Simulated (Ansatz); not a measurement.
# Si: properties at the relaxed cell

One table from this session's results is given with a row withheld; the runs are named, their logs left out.

Computed with Ansatz 0.2.0 (DFT r2SCAN, scalar-relativistic, plane waves, PAW, unless a step's input says otherwise).

1 further run of the same task is left out (set aside as unsound or not needed).

## The system as given

The structure is hexagonal, space group P6_3/mmc (No. 194). Conventional cell: a = 3.832 Å, b = 3.832 Å, c = 6.342 Å, α = 90.00°, β = 90.00°, γ = 120.00°. Around Si (site symmetry 3m) lie 4 Si at 2.35 to 2.37 Å.

As a file:

```cif
data_structure
_symmetry_space_group_name_H-M 'P 1'
_symmetry_Int_Tables_number 1
_cell_length_a 3.8319
_cell_length_b 3.8319
_cell_length_c 6.3418
_cell_angle_alpha 90.000
_cell_angle_beta 90.000
_cell_angle_gamma 120.000
_cell_volume 80.64
loop_
_atom_site_label
_atom_site_type_symbol
_atom_site_fract_x
_atom_site_fract_y
_atom_site_fract_z
_atom_site_occupancy
Si1 Si 0.33333 0.66667 0.06309 1
Si2 Si 0.66667 0.33333 0.56309 1
Si3 Si 0.33333 0.66667 0.43691 1
Si4 Si 0.66667 0.33333 0.93691 1
```

It goes back to an entry of the Materials Project, which need not be the stable form.

It is the result of an earlier relaxation at this level (volume 20.16 Å³/atom; gap on the mesh: 0.61 eV).

The first run:

input.yaml reads:

```yaml
crystal:
  lattice:
    - [3.7931995672, 0.0, 0.0]
    - [-1.8965997836, 3.2850071868, 0.0]
    - [0.0, 0.0, 6.2777567389]
  atoms:
    - { symbol: Si, position: [0.3333333333, 0.6666666667, 0.0630908783] }
    - { symbol: Si, position: [0.6666666667, 0.3333333333, 0.5630908783] }
    - { symbol: Si, position: [0.3333333333, 0.6666666667, 0.4369091217] }
    - { symbol: Si, position: [0.6666666667, 0.3333333333, 0.9369091217] }
basis:
  ecutwfc: 500
kpoints:
  mp_grid: { grid: [12, 12, 6] }
hamiltonian:
  xc: r2scan
scf:
  occupations: { method: gaussian, width: 0.02 }
output:
  forces: true
  stress: true
  eigenvalues: true
relax:
  adjacent_minimum: "off"
  f_tol: 0.01
  max_steps: 30
  cell: { stress_tol: 0.1, fix: [volume] }
```

The run is started by

```console
$ ansatz run input.yaml --threads 1 --pin off --max-ram 2560MiB --backend cpu --events-out ev --progress --plain --runs-dir out
```

Steps of the session up to this table: The cell scaled to 0.97 of its volume; Point at V/V0 = 1.03; Point at V/V0 = 0.94; Volume × 1.06; Point at V/V0 = 0.91; Volume × 1.10; The cell scaled to 0.88 of its volume.

One of the session's tables, all rows but one given; the rest of the session is left out.

It belongs to the step «Fit of the equation of state». 

| volume (Å³/atom) | energy above the lowest point (meV/atom) | pressure (GPa) | gap on the mesh (eV) |
| --- | --- | --- | --- |
| 17.742 | 109.2 | 16.11 | 0.29 |
| 18.347 | 58.1 | 11.11 | 0.39 |
| 18.951 | 24.5 | 6.82 | 0.47 |
| 19.556 | 5.8 | 3.15 | 0.54 |
| 20.161 | 0.0 | 0.01 | 0.61 |
| 20.766 | 5.2 | -2.68 | 0.67 |
| 21.371 | ? | ? | ? |
| 22.177 | 51.4 | -7.51 | 0.78 |

**Question.** Estimate the row for volume (Å³/atom) = 21.371.

Worked estimate for «energy above the lowest point (meV/atom)». A straight line through the neighbours (20.766, 5.2) and (22.177, 51.4) gives 5.2 + (51.4 − 5.2) × (21.371 − 20.766) / (22.177 − 20.766) = 25.0; a parabola fitted to 3 rows on both sides gives 19.2.

As computed: energy above the lowest point (meV/atom): 19.7; pressure (GPa): -4.97; gap on the mesh (eV): 0.72. In «energy above the lowest point (meV/atom)» the line misses by +5.3 and the parabola by -0.5.
